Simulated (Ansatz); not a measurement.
Runs of Ansatz 0.2.0 on ZrC. Symmetry: P6_3/mmc, No. 194, hexagonal system. The conventional cell has a = 3.391 Å, b = 3.391 Å, c = 5.290 Å, α = 90.00°, β = 90.00°, γ = 120.00°. Around Zr (site symmetry -6m2) lie 6 C at 2.36 Å. C (site symmetry -3m) has 6 Zr at 2.36 Å and 2 C at 2.65 Å as nearest neighbours. The cell comes from a database or a generator and needn't be the stable form of this composition.

```tsv
task	level	spin	k mesh	cutoff (eV)	points for each segment of the path	gap on the mesh (eV)	pressure (GPa)	V0 of scaled cells (Å³/atom)	B0 (GPa)
phonons	PBEsol	off	8 × 8 × 4	420	-	none	-	-	-
band structure	r2SCAN	off	9 × 9 × 5	500	14	none	(b)	-	-
equation of state	r2SCAN	off	9 × 9 × 5	500	-	-	-	13.04	227
band structure	LDA	off	9 × 9 × 5	420	14	none	(a)	-	-
equation of state	LDA	off	9 × 9 × 5	420	-	-	-	12.49	245
band structure	PBEsol	SOC, no magnetisation	9 × 9 × 5	420	14	none	-7.8	-	-
```

Alike in all rows: potentials or basis Ansatz PAW; cell as given; smearing fermi-dirac 0.05 eV.

Question: Estimate the missing entries.

Answer: (a) -11.8; (b) -2.3.

Caveats: the PAW data sets come from PBE, with cores solved anew for the run's functional, which leaves a small shift of forces and pressure (some runs); the cell was scaled at fixed shape and fractional positions, which overstates the stiffness of a crystal with free parameters, most of all of layers and chains (some runs); the PAW data sets were made with another functional, which shifts forces and pressure a little (some runs).

A k mesh can miss the band edges, and rows without SOC leave out spin-orbit coupling on Zr.

A gap of «none» marks a metal or a gap under the smearing width.
